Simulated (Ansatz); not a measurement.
Tunnelling through a barrier is set by its complex band structure: the current falls as exp(−2κd) with the smallest κ.

Data:

```
GeO2
1.0
    2.87651     0.00000     0.00000
    0.00000     4.41242     0.00000
    0.00000     0.00000     4.41242
Ge O
2 4
Direct
  0.50000   0.50000   0.50000
  0.00000   0.00000   0.00000
  0.00000   0.69423   0.69423
  0.00000   0.30577   0.30577
  0.50000   0.19423   0.80577
  0.50000   0.80577   0.19423
```

The cell is taken as given; by r2SCAN it stands under a pressure of -1.0 GPa.

Transport runs along the normal of the first two printed cell vectors, the (100) plane of the conventional cell.

No gap correction and no spin-orbit coupling; mid-gap is the computed energy nearest the middle.

**Question.** Predict the band gap and the smallest decay constant κ at mid-gap from r2SCAN (Ansatz, a quantum-chemistry and plane-wave program).

**Answer.** Gap 2.45 eV on a 10×8×8 mesh; κ = 0.238 1/Å, at the zone centre.
